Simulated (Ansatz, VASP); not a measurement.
# Cross-check of Y (linear Y chain) between VASP and Ansatz, part 2 of 2

One calculation is typed for both programs; each brings its own data sets. How far apart do they land? The structure shown is the end of the Ansatz relaxation below.

VASP 6.6.1 and Ansatz 0.2.0.

So far: Starting point; Ansatz: relaxation, RPBE; VASP: single point, RPBE.

### Step 3. VASP: single point, RPBE (continued)

Level of this step: RPBE, spin-polarised from a ferromagnetic start; plane waves and PAW (Y_sv) (VASP).

Numbers of over 12 decimals in the logs are rounded to 6 here.

From OUTCAR (step 3):

```text
ion  position               nearest neighbor table
   1  0.500  0.500  0.000-

  LATTYP: Found a simple tetragonal cell.
 ALAT       =     7.5000000000
 C/A-ratio  =     0.4333999854

 Subroutine GETGRP returns: Found 16 space group operations
 (whereof 16 operations were pure point group operations)

The static configuration has the point symmetry D_4h.

 Found     12 irreducible k-points:

   k-points           NKPTS =     12   k-points in BZ     NKDIM =     12   number of bands    NBANDS=     13

   dimension x,y,z NGX =    56 NGY =   56 NGZ =   24
   dimension x,y,z NGXF=   112 NGYF=  112 NGZF=   48

   ENCUT  =  500.0 eV  36.75 Ry    6.06 a.u.  13.67 13.67  5.93*2*pi/ulx,y,z

   NELECT =      11.0000    total number of electrons

 k-points in reciprocal lattice and weights: Automatic mesh
   0.00000000  0.00000000  0.00000000       0.043
   0.00000000  0.00000000  0.04347826       0.087
   0.00000000  0.00000000  0.08695652       0.087
   0.00000000  0.00000000  0.13043478       0.087
   0.00000000  0.00000000  0.17391304       0.087
   0.00000000  0.00000000  0.21739130       0.087
   0.00000000  0.00000000  0.26086957       0.087
   0.00000000  0.00000000  0.30434783       0.087
   0.00000000  0.00000000  0.34782609       0.087
   0.00000000  0.00000000  0.39130435       0.087
   0.00000000  0.00000000  0.43478261       0.087
   0.00000000  0.00000000  0.47826087       0.087

 average (electrostatic) potential at core
       1 -43.9396

 E-fermi :  -1.5226

 spin component 1
 k-point     1 :       0.0000    0.0000    0.0000
  band No.  band energies     occupation
    ...
      2     -26.0595      1.00000
      3     -26.0595      1.00000
      4     -25.4323      1.00000
      5      -4.7049      1.00000
      6      -2.1172      0.99999
      7      -1.4479      0.18346
      8      -1.2401      0.00351
      9      -0.6725      0.00000
     10      -0.6725      0.00000
     11       1.1287      0.00000
    ...

 k-point     2 :       0.0000    0.0000    0.0435
  band No.  band energies     occupation
    ...
      2     -26.0580      1.00000
      3     -26.0580      1.00000
      4     -25.4460      1.00000
      5      -4.6514      1.00000
      6      -2.0833      0.99999
      7      -1.4309      0.13779
      8      -1.2247      0.00258
      9      -0.7130      0.00000
     10      -0.7130      0.00000
     11       1.1329      0.00000
    ...

 k-point     3 :       0.0000    0.0000    0.0870
  band No.  band energies     occupation
    ...
      2     -26.0538      1.00000
      3     -26.0538      1.00000
      4     -25.4859      1.00000
      5      -4.4940      1.00000
      6      -1.9812      0.99990
      7      -1.3803      0.05497
      8      -1.1790      0.00104
      9      -0.8326      0.00000
     10      -0.8326      0.00000
     11       1.1565      0.00000
    ...

 k-point     4 :       0.0000    0.0000    0.1304
  band No.  band energies     occupation
    ...
      2     -26.0470      1.00000
      3     -26.0470      1.00000
      4     -25.5485      1.00000
      5      -4.2416      1.00000
      6      -1.8103      0.99684
      7      -1.2981      0.01109
      8      -1.1048      0.00023
      9      -1.0215      0.00004
     10      -1.0215      0.00004
     11       1.2206      0.00000
    ...

 k-point     5 :       0.0000    0.0000    0.1739
  band No.  band energies     occupation
    ...
      2     -26.0383      1.00000
      3     -26.0383      1.00000
      4     -25.6285      1.00000
      5      -3.9081      1.00000
      6      -1.5708      0.72401
      7      -1.2596      0.00517
      8      -1.2596      0.00517
      9      -1.1871      0.00122
     10      -1.0050      0.00003
     11       1.3393      0.00000
    ...

 k-point     6 :       0.0000    0.0000    0.2174
  band No.  band energies     occupation
      1     -45.9250      1.00000
      2     -26.0281      1.00000
      3     -26.0281      1.00000
      4     -25.7194      1.00000
      5      -3.5117      1.00000
      6      -1.5215      0.49447
      7      -1.5215      0.49447
      8      -1.2669      0.00598
      9      -1.0522      0.00008
     10      -0.8842      0.00000
    ...

  Total       -0.4951182     -0.4951182     -0.0013682      0.0000000     -0.0000000     -0.0000000
  in kB       -4.3385718     -4.3385718     -0.0119894      0.0000000     -0.0000000     -0.0000000
  external PRESSURE =      -2.8963776 kB  Pullay stress =       0.0000000 kB

  energy-cutoff  :      500.00
  volume of cell :      182.84
      direct lattice vectors                 reciprocal lattice vectors
     7.500000000  0.000000000  0.000000000     0.133333333  0.000000000  0.000000000
     0.000000000  7.500000000  0.000000000     0.000000000  0.133333333  0.000000000
     0.000000000  0.000000000  3.250499891     0.000000000  0.000000000  0.307644988

 POSITION                                       TOTAL-FORCE (eV/Angst)
 -----------------------------------------------------------------------------------
      3.75000      3.75000      0.00000         0.000000      0.000000      0.000000
 -----------------------------------------------------------------------------------
    total drift:                                0.000000      0.000000      0.000000

  FREE ENERGIE OF THE ION-ELECTRON SYSTEM (eV)
  ---------------------------------------------------
  free  energy   TOTEN  =        -3.4905378022 eV

  energy  without entropy=       -3.4738271925  energy(sigma->0) =       -3.48218250

 total charge
# of ion       s       p       d       f       tot
--------------------------------------------------
    1        2.314   6.022   0.888   0.006   9.229

 magnetization (x)
# of ion       s       p       d       f       tot
--------------------------------------------------
    1        0.034   0.102   0.850   0.003   0.989

[... 6 further parts left out ...]
```

### Step 4. Comparison

Known differences besides the potentials themselves: VASP starts from the moments at which Ansatz ended; the cutoff is 420 eV in Ansatz and 500 eV in VASP; Ansatz makes its cores anew for this functional, VASP keeps those of its PBE data sets; Ansatz's pressure holds a Pulay correction, VASP's none; site moments are counted in spheres of each program's own size. Total energies have different zeros and are not compared.

Compared:

| quantity | Ansatz | VASP | difference |
| --- | --- | --- | --- |
| pressure (GPa) | -0.28 | -0.29 | +0.01 |
| total moment (μB) | 1.69 | 1.69 | 0.00 |
| moment on Y1 (μB) | 0.86 | 0.99 | -0.13 |

### Step 5. Summary of results

```json
{
  "difference in total moment (single point, RPBE)": "0.0016 μB"
}
```

**Reading.** The difference in total moment is 0.0016 μB (single point, RPBE). How closely two codes agree says nothing of how well the functional describes the real material.

[Lines on the potential files, build, host, timing and source positions are cut from VASP's logs without a mark.]

[Logs are printed without paths, hosts, clocks, repeated set-up lines and the standing remarks that a program may print on its own settings, such as how far it seeks lower states.]

[Hosts, paths, dates, database ids (printed as entryN), source tags and the programs' standing remarks are cut or masked in the printed files.]
